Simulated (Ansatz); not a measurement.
Gas-phase electronic energies from Ansatz, PBE0-D4/def2-TZVP geometries. CCSD(T)/CBS adds triple-zeta CCSD(T) − MP2 to the extrapolated MP2 energy (def2 sets, frozen cores). This one scheme is used for every species. Functionals use def2-TZVPP. Open shells (•) are unrestricted, without spin–orbit coupling. Elements past krypton have def2 core potentials. For In outer-core shells are correlated without core-valence functions, which leaves a few kJ/mol of doubt a bond. Each species was taken in one conformer, which may not be the lowest.

Reaction (hydrogen abstraction from the In–H bond): `C[CH2][InH][OH]` + `F[C](F)F`• → `C[CH2][In][OH]`• + `FC(F)F`

CCSD(T)/CBS gives -179.9 kJ/mol.

(1) Another level gave -175.9 kJ/mol. Which?
A. HF/def2-TZVPP
B. r2SCAN0-D4/def2-TZVPP
C. revPBE/def2-TZVPP
D. B2PLYP/def2-TZVPP

Largest T1 diagnostic among the species: 0.018.

Results:

(1) C. revPBE -175.9, r2SCAN0-D4 -168.8, B2PLYP -180.5, HF/def2-TZVPP -154.2 kJ/mol.

From BLYP to BHLYP (50 % exact exchange), in def2-TZVPP and without D4, ΔE moves by +7.9 kJ/mol. Leaving LDA and LC-ωPBE aside and taking each functional with its dispersion term where it has one, the values, not all of them listed here, spread over 22.3 kJ/mol, from BLYP-D4 to ωB97X-V. LDA lies −5.4 kJ/mol from PBE without D4. In def2-TZVPP, CCSD(T) changes the Hartree–Fock value by −21.7 kJ/mol (the triples alone add −1.3 kJ/mol) and MP2 by −25.1 kJ/mol.

CCSD(T)/CBS has its own doubt, a few kJ/mol and more with outer-core shells, so smaller differences from it don't rank the levels.
